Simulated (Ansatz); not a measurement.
# SnO2 in Ansatz: the effect of functional

SnO2:

```xyz
12
Lattice="5.1753 0.0000 0.0000 0.0000 5.1753 0.0000 0.0000 0.0000 5.1753" Properties=species:S:1:pos:R:3 pbc="T T T"
Sn    0.0000    0.0000    0.0000
Sn    2.5876    0.0000    2.5876
Sn    2.5876    2.5876    0.0000
Sn    0.0000    2.5876    2.5876
O     3.4214    4.3415    0.8337
O     4.3415    0.8337    3.4214
O     0.8337    3.4214    4.3415
O     1.7539    1.7539    1.7539
O     3.4214    3.4214    3.4214
O     4.3415    1.7539    0.8337
O     0.8337    4.3415    1.7539
O     1.7539    0.8337    4.3415
```

Measurements of this composition are mostly on another form, of space group No. 136.

Alike in all runs:

| Item | Value |
| --- | --- |
| Program | Ansatz 0.2.0 |
| Task | band structure |
| Potentials or basis | Ansatz PAW |
| k mesh | 4 × 4 × 4 |
| Occupations | fermi-dirac, width 0.05 eV |
| Spin | no spin polarisation |

```csv
functional,cutoff,gap on the mesh (eV),pressure (GPa),largest force (eV/Å)
PBEsol,420 eV (not typed: the program's choice for these potentials),?,?,?
RPBE,420 eV (not typed: the program's choice for these potentials),0.64,3.6,0.02
revPBE,420 eV (not typed: the program's choice for these potentials),0.62,2.5,0.01
BLYP,420 eV (not typed: the program's choice for these potentials),0.59,5.4,0.04
r2SCAN,500 eV (not typed: the program's choice for these potentials),1.13,-9.1,0.02
```

What does the run with functional PBEsol give?

gap on the mesh 0.51 eV; pressure -7.2 GPa; largest force 0.02 eV/Å.

Caveats: spin-orbit coupling is left out, which moves the levels of the heavy elements; the PAW data sets come from PBE, with cores solved anew for the run's functional, which leaves a small shift of forces and pressure.

